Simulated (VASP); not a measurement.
**Results of a VASP single-point calculation on InAs (strained zincblende)**

POSCAR

```
In As
 1.0000000000000000
     0.0000000000000000    3.0545905078000000    2.9901386480999999
     3.0545905078000000    0.0000000000000000    2.9901386480999999
     3.0545905078000000    3.0545905078000000    0.0000000000000000
 In  As
   1   1
Cartesian
  0.0000000000000000  0.0000000000000000  0.0000000000000000
  1.5272952538999998  1.5272952538999998  1.4950693240499997
```

```json
{
 "gap between bands v and c": "0.13 eV",
 "least direct gap": "0.13 eV"
}
```

Band v is the last that the valence electrons fill when counted band by band, and c is the next. Levels in eV from the top of v:

```csv
point,v−1,v,c,c+1
Γ,-0.10,0.00,0.13,4.17
X,-2.51,-2.51,1.70,2.15
K,-3.38,-2.01,2.40,4.61
L,-1.14,-1.00,1.22,4.90
W,-3.06,-2.96,4.43,4.46
```

Question: Which of these levels of theory gave these results?
A. PBE0
B. PBE
C. PBEsol
D. PBE with spin–orbit coupling
E. HSE06
F. r²SCAN
G. LDA

Answer: F.

The INCAR was:

```
NBANDS = 16
LCHARG = .TRUE.
PREC = Accurate
ENCUT = 520
LASPH = .TRUE.
EDIFF = 1E-7
IBRION = -1
ISIF = 2
ALGO = Normal
LWAVE = .FALSE.
SIGMA = 0.02
NSW = 0
LELF = .TRUE.
NELM = 120
ISMEAR = -1
LREAL = .FALSE.
METAGGA = R2SCAN
```
